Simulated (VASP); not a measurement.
# Ag (Fm-3m) in VASP: a series of runs, part 2 of 2

VASP 6.6.1.

### 5 Band structure, rSCAN

The input, INCAR:

```
SYSTEM = Ag
PREC = Accurate
ENCUT = 520
EDIFF = 1E-6
ISMEAR = -1
SIGMA = 0.05
LREAL = .FALSE.
LASPH = .TRUE.
NELM = 80
ALGO = Normal
ISIF = 2
LWAVE = .FALSE.
LCHARG = .FALSE.
LMAXMIX = 4
METAGGA = RSCAN
LMIXTAU = .TRUE.
```

The input, KPOINTS:

```
regular mesh
0
G
  11 11 11
  0 0 0
```

The input, POSCAR:

```
Ag
1.0
    0.0000000000      2.0427500000      2.0427500000
    2.0427500000      0.0000000000      2.0427500000
    2.0427500000      2.0427500000      0.0000000000
Ag
1
Direct
    0.0000000000      0.0000000000      0.0000000000
```

The input, KPOINTS_OPT:

```
path GXWKGLUWLK,UX
20
line-mode
reciprocal
 0.0000000000  0.0000000000  0.0000000000  G
 0.5000000000  0.0000000000  0.5000000000  X

 0.5000000000  0.0000000000  0.5000000000  X
 0.5000000000  0.2500000000  0.7500000000  W

 0.5000000000  0.2500000000  0.7500000000  W
 0.3750000000  0.3750000000  0.7500000000  K

 0.3750000000  0.3750000000  0.7500000000  K
 0.0000000000  0.0000000000  0.0000000000  G

 0.0000000000  0.0000000000  0.0000000000  G
 0.5000000000  0.5000000000  0.5000000000  L

 0.5000000000  0.5000000000  0.5000000000  L
 0.6250000000  0.2500000000  0.6250000000  U

 0.6250000000  0.2500000000  0.6250000000  U
 0.5000000000  0.2500000000  0.7500000000  W

 0.5000000000  0.2500000000  0.7500000000  W
 0.5000000000  0.5000000000  0.5000000000  L

 0.5000000000  0.5000000000  0.5000000000  L
 0.3750000000  0.3750000000  0.7500000000  K

 0.6250000000  0.2500000000  0.6250000000  U
 0.5000000000  0.0000000000  0.5000000000  X
```

Started as:

```bash
$ cat potpaw_PBE.64/Ag/POTCAR > POTCAR
$ mpirun -np 1 vasp_std > vasp.out
```

It took 46 s on 1 thread of Intel Xeon Platinum 8488C (Sapphire Rapids), shared host; peak memory 0.15 GiB.

It converged, with:

```
Free energy             : -38.3535 eV
Pressure                : 0.9 GPa
Band gap along the path : none (metal or under the smearing width)
```

Levels at the corners of the path, in eV from the Fermi level:
```
point  band 2  band 3  band 4  band 5  band 6  band 7  band 8  band 9
    Γ   -5.42   -5.42   -5.42   -4.37   -4.37   16.38   20.13   20.13
    X   -6.95   -3.60   -3.34   -3.34    1.45    6.70   10.87   10.87
    X   -6.95   -3.60   -3.34   -3.34    1.45    6.70   10.87   10.87
    W   -5.68   -5.68   -4.36   -3.34    5.91    5.91    7.05    8.17
    W   -5.68   -5.68   -4.36   -3.34    5.91    5.91    7.05    8.17
    K   -6.20   -4.67   -4.14   -3.63    4.18    5.21    7.12   13.03
    K   -6.20   -4.67   -4.14   -3.63    4.18    5.21    7.12   13.03
    Γ   -5.42   -5.42   -5.42   -4.37   -4.37   16.38   20.13   20.13
    Γ   -5.42   -5.42   -5.42   -4.37   -4.37   16.38   20.13   20.13
    L   -5.44   -5.44   -3.56   -3.56   -0.63    3.44   15.59   18.35
    L   -5.44   -5.44   -3.56   -3.56   -0.63    3.44   15.59   18.35
    U   -6.20   -4.67   -4.14   -3.63    4.18    5.21    7.12   13.03
    U   -6.20   -4.67   -4.14   -3.63    4.18    5.21    7.12   13.03
    W   -5.68   -5.68   -4.36   -3.34    5.91    5.91    7.05    8.17
    W   -5.68   -5.68   -4.36   -3.34    5.91    5.91    7.05    8.17
    L   -5.44   -5.44   -3.56   -3.56   -0.63    3.44   15.59   18.35
    L   -5.44   -5.44   -3.56   -3.56   -0.63    3.44   15.59   18.35
    K   -6.20   -4.67   -4.14   -3.63    4.18    5.21    7.12   13.03
    U   -6.20   -4.67   -4.14   -3.63    4.18    5.21    7.12   13.03
    X   -6.95   -3.60   -3.34   -3.34    1.45    6.70   10.87   10.87
```

Caveat: the PAW data sets were made with another functional, which shifts forces and pressure a little.

### 6 Equation of state, PBEsol+D4, spin-orbit coupling, no magnetisation

The input, run.py:

```python
from ase.calculators.vasp import Vasp
from ase.eos import EquationOfState
from ase.io import Trajectory
from ase.io import read
from ase.units import GPa

atoms = read('Ag.cif', primitive_cell=True, subtrans_included=False)
calc = Vasp(
    directory='calc',
    xc='pbesol',
    pp='PBE',
    setups='minimal',
    prec='Accurate',
    encut=500,
    ediff=1e-07,
    ismear=1,
    sigma=0.1,
    lreal=False,
    lasph=True,
    nelm=100,
    algo='Normal',
    isif=2,
    lwave=False,
    lcharg=False,
    lorbit=11,
    lsorbit=True,
    gga_compat=False,
    lmaxmix=4,
    ivdw=13,
    kpts=[8, 8, 8],
    gamma=True,
)
atoms.calc = calc
cell = atoms.cell.copy()
volumes, energies = [], []
traj = Trajectory('eos.traj', 'w')
for x in [0.94, 0.96, 0.98, 1.0, 1.02, 1.04, 1.06]:
    atoms.set_cell(cell * x ** (1 / 3), scale_atoms=True)
    volumes.append(atoms.get_volume())
    energies.append(atoms.get_potential_energy())
    traj.write(atoms)
    print(f'{x:5.2f} {volumes[-1]:12.5f} {energies[-1]:14.6f}')

v0, e0, B = EquationOfState(volumes, energies, eos='birchmurnaghan').fit()
print(f'V0 = {v0:.4f} A^3, E0 = {e0:.6f} eV, B = {B / GPa:.2f} GPa')
```

The input, Ag.cif:

```cif
data_Ag
_cell_length_a 4.08550000
_cell_length_b 4.08550000
_cell_length_c 4.08550000
_cell_angle_alpha 90.00000000
_cell_angle_beta 90.00000000
_cell_angle_gamma 90.00000000
_space_group_name_H-M_alt 'Fm-3m'
_space_group_name_Hall '-F 4 2 3'
_space_group_IT_number 225
loop_
_space_group_symop_operation_xyz
'x,y,z'
'-x,-y,-z'
'-y,x,z'
'y,-x,-z'
'-x,-y,z'
'x,y,-z'
'y,-x,z'
'-y,x,-z'
'x,-y,-z'
'-x,y,z'
'-y,-x,-z'
'y,x,z'
'-x,y,-z'
'x,-y,z'
'y,x,-z'
'-y,-x,z'
'z,x,y'
'-z,-x,-y'
'z,-y,x'
'-z,y,-x'
'z,-x,-y'
'-z,x,y'
'z,y,-x'
'-z,-y,x'
'-z,x,-y'
'z,-x,y'
'-z,-y,-x'
'z,y,x'
'-z,-x,y'
'z,x,-y'
'-z,y,x'
'z,-y,-x'
'y,z,x'
'-y,-z,-x'
'x,z,-y'
'-x,-z,y'
'-y,z,-x'
'y,-z,x'
'-x,z,y'
'x,-z,-y'
'-y,-z,x'
'y,z,-x'
'-x,-z,-y'
'x,z,y'
'y,-z,-x'
'-y,z,x'
'x,-z,y'
'-x,z,-y'
'x,y+1/2,z+1/2'
'-x,-y+1/2,-z+1/2'
'-y,x+1/2,z+1/2'
[... 62 lines left out ...]
'-z+1/2,-x,-y+1/2'
'z+1/2,-y,x+1/2'
'-z+1/2,y,-x+1/2'
'z+1/2,-x,-y+1/2'
'-z+1/2,x,y+1/2'
'z+1/2,y,-x+1/2'
'-z+1/2,-y,x+1/2'
'-z+1/2,x,-y+1/2'
'z+1/2,-x,y+1/2'
'-z+1/2,-y,-x+1/2'
'z+1/2,y,x+1/2'
'-z+1/2,-x,y+1/2'
'z+1/2,x,-y+1/2'
'-z+1/2,y,x+1/2'
'z+1/2,-y,-x+1/2'
'y+1/2,z,x+1/2'
'-y+1/2,-z,-x+1/2'
'x+1/2,z,-y+1/2'
'-x+1/2,-z,y+1/2'
'-y+1/2,z,-x+1/2'
'y+1/2,-z,x+1/2'
'-x+1/2,z,y+1/2'
'x+1/2,-z,-y+1/2'
'-y+1/2,-z,x+1/2'
'y+1/2,z,-x+1/2'
'-x+1/2,-z,-y+1/2'
'x+1/2,z,y+1/2'
'y+1/2,-z,-x+1/2'
'-y+1/2,z,x+1/2'
'x+1/2,-z,y+1/2'
'-x+1/2,z,-y+1/2'
'x+1/2,y+1/2,z'
'-x+1/2,-y+1/2,-z'
'-y+1/2,x+1/2,z'
'y+1/2,-x+1/2,-z'
'-x+1/2,-y+1/2,z'
'x+1/2,y+1/2,-z'
'y+1/2,-x+1/2,z'
'-y+1/2,x+1/2,-z'
'x+1/2,-y+1/2,-z'
'-x+1/2,y+1/2,z'
'-y+1/2,-x+1/2,-z'
'y+1/2,x+1/2,z'
'-x+1/2,y+1/2,-z'
'x+1/2,-y+1/2,z'
'y+1/2,x+1/2,-z'
'-y+1/2,-x+1/2,z'
'z+1/2,x+1/2,y'
'-z+1/2,-x+1/2,-y'
'z+1/2,-y+1/2,x'
'-z+1/2,y+1/2,-x'
'z+1/2,-x+1/2,-y'
'-z+1/2,x+1/2,y'
'z+1/2,y+1/2,-x'
'-z+1/2,-y+1/2,x'
'-z+1/2,x+1/2,-y'
'z+1/2,-x+1/2,y'
'-z+1/2,-y+1/2,-x'
'z+1/2,y+1/2,x'
'-z+1/2,-x+1/2,y'
'z+1/2,x+1/2,-y'
'-z+1/2,y+1/2,x'
'z+1/2,-y+1/2,-x'
'y+1/2,z+1/2,x'
'-y+1/2,-z+1/2,-x'
'x+1/2,z+1/2,-y'
'-x+1/2,-z+1/2,y'
'-y+1/2,z+1/2,-x'
'y+1/2,-z+1/2,x'
'-x+1/2,z+1/2,y'
'x+1/2,-z+1/2,-y'
'-y+1/2,-z+1/2,x'
'y+1/2,z+1/2,-x'
'-x+1/2,-z+1/2,-y'
'x+1/2,z+1/2,y'
'y+1/2,-z+1/2,-x'
'-y+1/2,z+1/2,x'
'x+1/2,-z+1/2,y'
'-x+1/2,z+1/2,-y'
loop_
_atom_site_label
_atom_site_type_symbol
_atom_site_symmetry_multiplicity
_atom_site_Wyckoff_symbol
_atom_site_fract_x
_atom_site_fract_y
_atom_site_fract_z
_atom_site_occupancy
Ag1 Ag 4 a 0.0000000000 0.0000000000 0.0000000000 1
```

Potentials or basis: VASP PAW PBE potentials, release 64 (Ag).

Started as:

```bash
$ python run.py
```

Wall time 3.1 min (1 thread of Intel Xeon 6975P-C (Granite Rapids), shared host); peak memory 0.22 GiB.

Results (log left out):

```
Equilibrium volume                      : 16.30 Å³/atom
Bulk modulus                            : 130 GPa
Pressure derivative of the bulk modulus : 5.6
```

Energy against volume, from the lowest point:
```
volume (Å³/atom)  energy (meV/atom)
          16.025               1.89
          16.366               0.00
          16.707               3.72
          17.048              12.40
          17.389              25.30
          17.730              41.98
          18.071              61.81
```

Caveat: the PAW data sets were made with another functional, which shifts forces and pressure a little.

### 7 The reference run

An earlier run on the cell as given: functional PBEsol; potentials or basis VASP PAW PBE potentials, release 64 (Ag); cutoff 520 eV; k mesh 11 × 11 × 11; occupations fermi-dirac, width 0.05 eV; no spin polarisation.

- Pressure: -3.1 GPa
- Band gap on the k mesh: none (metal or under the smearing width)

### 8 Summary

```csv
task,level,spin,k mesh,cutoff (eV),smearing,ladder,pressure (GPa)
band structure,r2SCAN,"SOC, no magnetisation",8 × 8 × 8,520,fermi-dirac 0.05 eV,-,2.1
band structure,SCAN,off,11 × 11 × 11,520,fermi-dirac 0.05 eV,-,-0.6
band structure,SCAN,"SOC, no magnetisation",8 × 8 × 8,520,fermi-dirac 0.05 eV,-,0.2
band structure,rSCAN,off,11 × 11 × 11,520,fermi-dirac 0.05 eV,-,0.9
equation of state,PBEsol+D4,"SOC, no magnetisation",8 × 8 × 8,500,methfessel-paxton 0.1 eV,-,-
single point,PBEsol,off,11 × 11 × 11,520,fermi-dirac 0.05 eV,free,-3.1
```

Alike in all rows: potentials or basis VASP PAW PBE potentials, release 64 (Ag); cell as given.

The pressure there spans -3.1 GPa (PBEsol) to 2.1 GPa (r2SCAN); a positive pressure means that this level wants a larger cell, a negative one a smaller.

Caveats: the PAW data sets were made with another functional, which shifts forces and pressure a little.

Total energies depend on the potentials used, so only differences within one code and one set of settings carry meaning.
